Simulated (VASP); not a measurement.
HfO2: relaxation of cell and atoms with LDA

HfO2:

```
CELL_PARAMETERS angstrom
5.03057 0.00000 -0.00770
0.00000 5.12510 0.00000
-0.85193 0.00000 5.12015
ATOMIC_POSITIONS crystal
Hf 0.27787 0.04239 0.20801
Hf 0.72213 0.54239 0.29199
Hf 0.72213 0.95761 0.79199
Hf 0.27787 0.45761 0.70801
O 0.44624 0.75869 0.48225
O 0.55376 0.25869 0.01775
O 0.55376 0.24131 0.51775
O 0.44624 0.74131 0.98225
O 0.07350 0.34201 0.33669
O 0.92650 0.84201 0.16331
O 0.92650 0.65799 0.66331
O 0.07350 0.15799 0.83669
```

```
Program                : VASP 6.6.1
Task                   : relaxation of cell and atoms
Functional             : LDA
Potentials or basis    : VASP PAW LDA potentials, release 64 (Hf_pv, O)
Cutoff                 : 600 eV
k mesh                 : 6 × 6 × 6
Occupations            : gaussian, width 0.03 eV
Spin                   : no spin polarisation
Further INCAR settings : ALGO = Normal; EDIFF = 1e-07; IBRION = 2; EDIFFG = -0.005; NSW = 90; ISIF = 3
```

```
Relaxed volume                         : 11.00 Å³/atom
Relaxed cell                           : a = 5.031 Å, b = 5.125 Å, c = 5.191 Å, α = 90.00°, β = 99.57°, γ = 90.00°
Space group after relaxing (to 0.05 Å) : P2_1/c (No. 14)
Energy gained by relaxing              : 0.0 meV/atom
Ionic steps                            : 4
Pressure after relaxing                : 0.0 GPa
Band gap on the k mesh                 : 3.94 eV, indirect (least direct gap 4.04 eV)
```

Forces on the atoms (eV/Å):
```
Hf   0.001  0.000  0.002
Hf  -0.001  0.000 -0.002
Hf  -0.001  0.000 -0.002
Hf   0.001  0.000  0.002
O    0.001  0.001 -0.001
O   -0.001  0.001  0.001
O   -0.001 -0.001  0.001
O    0.001 -0.001 -0.001
O   -0.002  0.000  0.002
O    0.002  0.000 -0.002
O    0.002  0.000 -0.002
O   -0.002  0.000  0.002
```

Final structure:
```yaml
crystal:
  lattice:
    - [5.03080, 0.00000, -0.00923]
    - [0.00000, 5.12521, 0.00000]
    - [-0.85353, 0.00000, 5.12069]
  atoms:
    - { symbol: Hf, position: [0.27791, 0.04250, 0.20792] }
    - { symbol: Hf, position: [0.72209, 0.54250, 0.29208] }
    - { symbol: Hf, position: [0.72209, 0.95750, 0.79208] }
    - { symbol: Hf, position: [0.27791, 0.45750, 0.70792] }
    - { symbol: O, position: [0.44612, 0.75863, 0.48204] }
    - { symbol: O, position: [0.55388, 0.25864, 0.01796] }
    - { symbol: O, position: [0.55388, 0.24137, 0.51796] }
    - { symbol: O, position: [0.44612, 0.74137, 0.98204] }
    - { symbol: O, position: [0.07350, 0.34196, 0.33667] }
    - { symbol: O, position: [0.92650, 0.84196, 0.16333] }
    - { symbol: O, position: [0.92650, 0.65804, 0.66333] }
    - { symbol: O, position: [0.07350, 0.15804, 0.83667] }
```

Levels at points of the mesh, in eV from the valence-band top:
```tsv
k point	band 41	band 42	band 43	band 44	band 45	band 46	band 47	band 48
(0.00, 0.00, 0.00)	-0.67	-0.49	-0.18	0.00	4.39	5.15	5.24	5.53
(0.50, 0.00, 0.00)	-0.74	-0.66	-0.40	-0.10	3.94	5.13	5.33	5.34
(0.00, 0.50, 0.00)	-0.89	-0.89	-0.47	-0.47	4.99	4.99	5.62	5.62
(0.50, 0.50, 0.00)	-1.00	-1.00	-0.65	-0.65	4.73	4.73	5.29	5.29
(0.00, 0.00, 0.50)	-0.89	-0.89	-0.49	-0.49	4.69	4.69	5.25	5.25
(0.50, 0.00, 0.50)	-1.04	-1.04	-0.46	-0.46	4.33	4.33	5.50	5.50
(0.00, 0.50, 0.50)	-0.95	-0.95	-0.64	-0.64	4.89	4.89	5.13	5.13
(0.50, 0.50, 0.50)	-1.14	-1.14	-0.73	-0.73	4.55	4.55	5.27	5.27
```

Wall time 3.9 min on 4 MPI ranks on Intel(R) Xeon(R) Platinum 8488C (Sapphire Rapids), with other jobs on the host, peak memory 0.56 GiB a rank.

Caveat: spin-orbit coupling is left out, which moves the levels of the heavy elements. As with any semilocal functional, this LDA gap is likely too small.
